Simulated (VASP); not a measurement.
## From an Ansatz input to VASP: SrCl$_{2}$ (strained fluorite)

Ansatz input

```yaml
crystal:
  lattice:
    - [0.0, 3.3994322071, 3.4977180853]
    - [3.3994322071, 0.0, 3.4977180853]
    - [3.3994322071, 3.3994322071, 0.0]
  atoms:
    - { symbol: Sr, position: [0.0, 0.0, 0.0] }
    - { symbol: Cl, position: [0.25, 0.25, 0.25] }
    - { symbol: Cl, position: [0.75, 0.75, 0.75] }
kpoints:
  mp_grid: { grid: [4, 4, 4] }
  band_path:
    path:
      - [0.0, 0.0, 0.0]
      - [0.5, 0.0, 0.5]
      - [0.625, 0.25, 0.625]
      - [0.375, 0.375, 0.75]
      - [0.5, 0.5, 0.5]
      - [0.5, 0.25, 0.75]
    npoints: 1
hamiltonian:
  xc: hse06
scf:
  occupations: { method: fixed }
  n_extra_bands: 4
output:
  forces: true
  stress: true
  eigenvalues: true
```

Write VASP inputs for this cell and level of theory.



INCAR, step 1 (PBE orbitals to start from)

```
SIGMA = 0.01
NBANDS = 19
GGA = PE
PREC = Accurate
ENCUT = 520
ISMEAR = 0
LREAL = .FALSE.
LWAVE = .TRUE.
LASPH = .TRUE.
NELM = 120
EDIFF = 1E-5
LCHARG = .FALSE.
```

INCAR, step 2

```
NBANDS = 19
AEXX = 0.25
LASPH = .TRUE.
IBRION = -1
SIGMA = 0.01
ALGO = Normal
ISTART = 1
EDIFF = 1E-7
ISIF = 2
HFSCREEN = 0.2079
NSW = 0
LCHARG = .FALSE.
GGA = PE
PRECFOCK = Fast
ENCUT = 520
ISMEAR = 0
LWAVE = .FALSE.
PREC = Accurate
LHFCALC = .TRUE.
NELM = 120
LREAL = .FALSE.
```

KPOINTS

```
KPOINTS created by Atomic Simulation Environment
0
Gamma
4 4 4
0 0 0
```

KPOINTS_OPT

```
special points
6
Reciprocal
0.0000000000 0.0000000000 0.0000000000 1
0.5000000000 0.0000000000 0.5000000000 1
0.6250000000 0.2500000000 0.6250000000 1
0.3750000000 0.3750000000 0.7500000000 1
0.5000000000 0.5000000000 0.5000000000 1
0.5000000000 0.2500000000 0.7500000000 1
```

POSCAR

```
Sr Cl
 1.0000000000000000
     0.0000000000000000    3.3994322070999998    3.4977180852999998
     3.3994322070999998    0.0000000000000000    3.4977180852999998
     3.3994322070999998    3.3994322070999998    0.0000000000000000
 Sr  Cl
   1   2
Cartesian
  0.0000000000000000  0.0000000000000000  0.0000000000000000
  1.6997161035499999  1.6997161035499999  1.7488590426499999
  5.0991483106499995  5.0991483106499995  5.2465771279499993
```

VASP ran with the recommended PBE PAW datasets (24 valence electrons in the cell). Other inputs would serve too.

```tsv
	Ansatz	VASP
gap between bands v and c	6.71 eV	6.70 eV
least direct gap	6.72 eV	6.71 eV
pressure	2.6 GPa	2.7 GPa
```

Each program uses its own PAW datasets. VASP's cell holds 24 valence electrons and Ansatz's 24. Ansatz's stress includes a Pulay correction; VASP's doesn't.
